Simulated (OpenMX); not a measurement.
Runs of OpenMX 3.8.5 on CdS (Hawleyite). It takes space group F-43m (No. 216, cubic). Conventional cell: a = 5.833 Å, b = 5.833 Å, c = 5.833 Å, α = 90.00°, β = 90.00°, γ = 90.00°. Cd (site symmetry -43m) is surrounded by 4 S at 2.53 Å. S (site symmetry -43m) is surrounded by 4 Cd at 2.53 Å. 

```csv
task,cell,gap on the mesh (eV),largest force (eV/Å)
single point,"atom 2 moved by [0.0, -0.0354, -0.0354] A",1.28,0.29
single point,as given,1.30,-
single point,"atom 2 moved by [0.0, 0.0354, 0.0354] A",1.28,(a)
single point,"atom 1 moved by [0.0, -0.0354, -0.0354] A",1.28,0.32
single point,"atom 1 moved by [0.0, 0.0354, 0.0354] A",1.28,0.29
```

Alike in all rows: level PBE; potentials or basis OpenMX 2013 PBE set, Cd7.0-s3p2d2, S7.0-s2p2d1f1, grid cutoff 700 Ry; no spin polarisation; k mesh 7 × 7 × 7; smearing fermi-dirac 0.05 eV.

Problem. Fill in the values left out.

Solution. (a) 0.31.

Caveats: the basis of atomic orbitals isn't converged, which shifts pressures, moduli and gaps.

A k mesh can miss the band edges, and the runs leave out spin-orbit coupling on Cd.
